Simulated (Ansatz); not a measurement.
**ZnCu (Pm-3m), a vibration from a frozen displacement**

The calculation used DFT PBEsol, scalar-relativistic, plane waves, PAW in Ansatz. Settings: plane waves to 420 eV, k-mesh 16×16×16 (Γ-centred), Gaussian smearing 0.15 eV. No spin polarisation. Energies are free energies at this smearing, counted from the undisturbed cell; pressure is positive in compression.

The undisturbed cell (as given, not relaxed at this level; it stands at -4.7 GPa, and it needn't be the usual structure):

```yaml
crystal:
  lattice:
    - [2.94500, 0.00000, 0.00000]
    - [0.00000, 2.94500, 0.00000]
    - [0.00000, 0.00000, 2.94500]
  atoms:
    - { symbol: Zn, position: [0.50000, 0.50000, 0.50000] }
    - { symbol: Cu, position: [0.00000, 0.00000, 0.00000] }
```

Every Zn atom is moved by x along the Cartesian unit vector (-0.577, -0.577, -0.577); the cell and all other atoms stay fixed. The cell's volume is 25.54 Å³; the moved atoms weigh 65.380 u together and the others 63.546 u. Some rows repeat others by symmetry and weren't run.

```csv
x (Å),ΔE (meV/cell),total force on the moved atoms along the move (eV/Å),pressure (GPa)
-0.3000,225.83,1.6965,0.6001
-0.2625,167.84,1.4028,-0.7032
-0.2250,120.18,1.1442,-1.8007
-0.1875,81.67,0.9140,-2.7070
-0.1500,51.35,0.7062,-3.4336
-0.1125,28.49,0.5155,-3.9898
-0.0750,12.54,0.3371,-4.3826
-0.0375,3.12,0.1666,-4.6165
0.0000,0.00,0.0000,-4.6941
0.0375,3.12,-0.1666,-4.6165
0.0750,12.54,-0.3371,-4.3826
0.1125,28.49,-0.5155,-3.9898
0.1500,51.35,-0.7062,-3.4336
0.1875,81.67,-0.9140,-2.7070
0.2250,120.18,-1.1442,-1.8007
0.2625,167.84,-1.4028,-0.7032
0.3000,225.83,-1.6965,0.6001
```

Question: What frequency belongs to this motion?

Answer: The force constant is k = −dF/dx = 4.443 eV/Å², from the parabola through x = -0.0375, 0 and 0.0375. In every cell the moved atoms swing against the rest, so the mass is μ = m₁m₂/(m₁ + m₂) = 32.225 u, and ν̃ = 521.5 cm⁻¹ × √(|k|/μ) = 194 cm⁻¹, at this cell's pressure of -4.7 GPa. To first order in x, and within 1 %, the force on every atom lies along the move and, within each of the two groups, in proportion to the atom's mass, so this is itself a mode at the zone centre of this cell.

Question: How far does the harmonic law reach?

Answer: At x = -0.300 Å, kx²/2 = 199.95 meV against the computed 225.83 meV (+12.9 %): the well stiffens in this direction at large amplitude.

Question: The pressure changes with x². What does that say about the frequency under compression?

Answer: With E = k(V)x²/2, k ∝ V^(−2γ) and x scaling with the cell as V^(1/3), P − P0 = −∂E/∂V = (2γ − 2/3) ΔE/V. At x = 0.0750 Å, V(P − P0) = 25.54 × 0.31154 / 160.2 eV = 49.67 meV and ΔE = 12.54 meV, so γ = 1/3 + V(P − P0)/(2ΔE) = 2.31. This is the Grüneisen parameter of the motion under uniform scaling of the cell: shrinking the cell evenly by 1 % in volume raises the frequency by about 2.31 %.

In a metal these slopes depend on the k mesh and the smearing.